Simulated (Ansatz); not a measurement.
The system is TaSi2.

```
Ta Si
1.0
     4.78390    0.00000    0.00000
    -2.39195    4.14298    0.00000
     0.00000    0.00000    6.57000
Ta Si
3 6
Direct
  0.00000 0.50000 0.33333
  0.50000 0.50000 0.66667
  0.50000 0.00000 0.00000
  0.31794 0.15897 0.33333
  0.15897 0.84103 0.66667
  0.84103 0.68206 0.00000
  0.68206 0.84103 0.33333
  0.84103 0.15897 0.66667
  0.15897 0.31794 0.00000
```

Base run:

| Item | Value |
| --- | --- |
| Program | Ansatz 0.2.0 |
| Functional | PBEsol |
| Potentials or basis | Ansatz PAW |
| Cutoff | 420 eV |
| Density cutoff | 1680 eV |
| k mesh | 7 × 7 × 4 |
| Occupations | fermi-dirac, width 0.05 eV |
| Spin | no spin polarisation |

Its results: band gap on the k mesh none (metal or under the smearing width); pressure -2.2 GPa; largest force 0.059 eV/Å.

Q: The run is repeated on the same cell with these changes: functional from PBEsol to LDA. What comes out?

A: Band gap on the k mesh none (metal or under the smearing width); pressure -5.7 GPa; largest force 0.071 eV/Å.

LDA binds more tightly than PBEsol, so the same cell stands under less pressure.

Caveats: the PAW data sets come from PBE, with cores solved anew for the run's functional, which leaves a small shift of forces and pressure.

Not every run made on this cell is shown here.
